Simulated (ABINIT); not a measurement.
The system is Br.

```xyz
4
Lattice="3.3632 -2.3226 0.0000 3.3632 2.3226 0.0000 0.0000 0.0000 8.7023" Properties=species:S:1:pos:R:3 pbc="T T T"
Br    3.3632    0.6266    3.3948
Br    3.3632    1.6959    7.7459
Br    3.3632   -0.6266    5.3075
Br    3.3632   -1.6959    0.9564
```

Base run:

| Item | Value |
| --- | --- |
| Program | ABINIT 10.8.3 (patched build) |
| Functional | AM05 |
| Potentials or basis | JTH PAW PBE v2.0 |
| Cutoff | 408 eV |
| k mesh | 7 × 7 × 3 |
| Occupations | fermi-dirac, width 0.05 eV |
| Spin | no spin polarisation |

Its results: band gap on the k mesh 1.87 eV, indirect (least direct gap 1.89 eV); pressure 0.8 GPa; largest force 0.614 eV/Å.

Q: The run is repeated on the same cell with these changes: functional from AM05 to PBEsol. What comes out?

A: Band gap on the k mesh 1.84 eV, indirect (least direct gap 1.86 eV); pressure 0.1 GPa; largest force 0.747 eV/Å.

Caveats: the PAW data sets were made with another functional, which shifts forces and pressure a little.

A k mesh can miss the band edges.

Not every run made on this cell is shown here.
